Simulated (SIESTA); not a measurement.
**SnO under changes of volume**

One of the cells (17.769 Å³/atom); the others are scaled copies at fixed shape and fractional positions:

```
Sn O
1.0
     3.81370    0.00000    0.00000
     0.00000    3.81370    0.00000
     0.00000    0.00000    4.88691
Sn O
2 2
Direct
  0.50000 0.00000 0.76463
  0.00000 0.50000 0.23537
  0.00000 0.00000 0.00000
  0.50000 0.50000 0.00000
```

The cell is a database's computed one.

```yaml
Program: SIESTA 5.4.2
Functional: LDA
Potentials_or_basis: PseudoDojo 0.4 standard (LDA files)
Basis: DZP (energy shift 0.003 Ry; two zetas on semicore shells)
Grid_cutoff: 800 Ry
Energy_shift: 0.003 Ry
k_mesh: 7 × 7 × 6
Occupations: fermi-dirac, width 0.05 eV
Spin: no spin polarisation
```

```csv
volume (Å³/atom),energy over the lowest point (meV/atom),pressure (GPa),gap on the mesh (eV),largest force (eV/Å)
16.703,19.46,6.7,0.24,1.333
17.058,?,?,?,?
17.414,1.28,1.7,0.38,0.621
17.769,0.00,-0.5,0.45,0.308
18.125,3.15,-2.3,0.51,0.015
18.480,10.31,-4.1,0.57,0.256
18.835,21.01,-5.5,0.63,0.507
```

What does the run at 17.058 Å³/atom give?

Energy over the lowest point 7.58 meV/atom; pressure 4.0 GPa; gap on the mesh 0.31 eV; largest force 0.962 eV/Å.

Worked out: A Birch-Murnaghan fit of order 3 (a polynomial in V^(-2/3)) to the other rows has its minimum at 17.69 Å³/atom with B0 = V·E''(V) = 103 GPa and B' = 4.6 at fixed shape and positions, which overstates the stiffness. It gives 7.59 meV/atom at 17.058 Å³/atom, against the run's 7.58, and -dE/dV = 4.1 GPa, against 4.0. A straight line through the other rows of the gap, of slope 3.24 eV per unit of ln V, gives 0.31 eV, against the run's 0.31.

Energies are extrapolated to zero smearing.

Caveats: spin-orbit coupling is left out, which moves the levels of the heavy elements; an odd mesh through Γ misses points on the zone boundary, where band edges often lie; the basis of atomic orbitals isn't converged, which shifts pressures, moduli and gaps; forces of over 1 eV/Å show positions far from the minimum, so gaps and moduli don't describe the material at rest (some runs).
